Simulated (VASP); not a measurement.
Wanted: the native input for a VASP 6.6.1 run.

```yaml
Task: single point
Functional: r2SCAN
Potentials_or_basis: VASP PAW PBE potentials, release 64 (Ca_sv, Se)
Cutoff: 520 eV
k_mesh: 6 × 6 × 6
Occupations: gaussian, width 0.01 eV
Spin: no spin polarisation
Dipole_correction: no
Further_INCAR_settings: ALGO = Normal; EDIFF = 1e-07; NBANDS = 15
```

CaSe:

```xyz
2
Lattice="3.6348 0.0000 0.0000 0.0000 3.6348 0.0000 0.0000 0.0000 3.6348" Properties=species:S:1:pos:R:3 pbc="T T T"
Ca    0.0000    0.0000    0.0000
Se    1.8174    1.8174    1.8174
```

The cell was built by a generator and needn't be a form met in nature.

One way to write it, as run:

POSCAR

```
CaSe
1.0
    3.6347849189      0.0000000000      0.0000000000
    0.0000000000      3.6347849189      0.0000000000
    0.0000000000      0.0000000000      3.6347849189
Ca Se
1 1
Direct
    0.0000000000      0.0000000000      0.0000000000
    0.5000000000      0.5000000000      0.5000000000
```

INCAR.step1

```
PREC = Accurate
ENCUT = 520
ISMEAR = 0
SIGMA = 0.01
LREAL = F
LASPH = T
NELM = 100
NBANDS = 15
GGA = PE
ALGO = Normal
EDIFF = 1E-4
LWAVE = T
LCHARG = F
```

INCAR.step2

```
PREC = Accurate
ENCUT = 520
EDIFF = 1E-7
ISMEAR = 0
SIGMA = 0.01
LREAL = F
LASPH = T
NELM = 100
ALGO = Normal
ISIF = 2
LWAVE = F
LCHARG = T
METAGGA = R2SCAN
LMIXTAU = T
LELF = T
LVHAR = T
NBANDS = 15
ISTART = 1
```

KPOINTS

```
Automatic mesh
0
Gamma
  6 6 6
```

Potentials or basis: VASP PAW PBE potentials, release 64 (Ca_sv, Se).

Command:

```bash
$ cat potpaw_PBE.64/Ca_sv/POTCAR potpaw_PBE.64/Se/POTCAR > POTCAR
$ cp INCAR.step1 INCAR
$ mpirun -np 1 vasp_std > vasp.out
$ cp INCAR.step2 INCAR
$ mpirun -np 1 vasp_std > vasp.out
```

It gave:

| Property | Result |
| --- | --- |
| Pressure | 0.2 GPa |
| Band gap on the k mesh | 1.24 eV, direct |

Caveat: the PAW data sets were made with another functional, which shifts forces and pressure a little.

It took 87 s on 1 thread of Intel(R) Xeon(R) Platinum 8375C CPU @ 2.90GHz (Ice Lake), with other jobs on the host, peak memory 0.16 GiB.
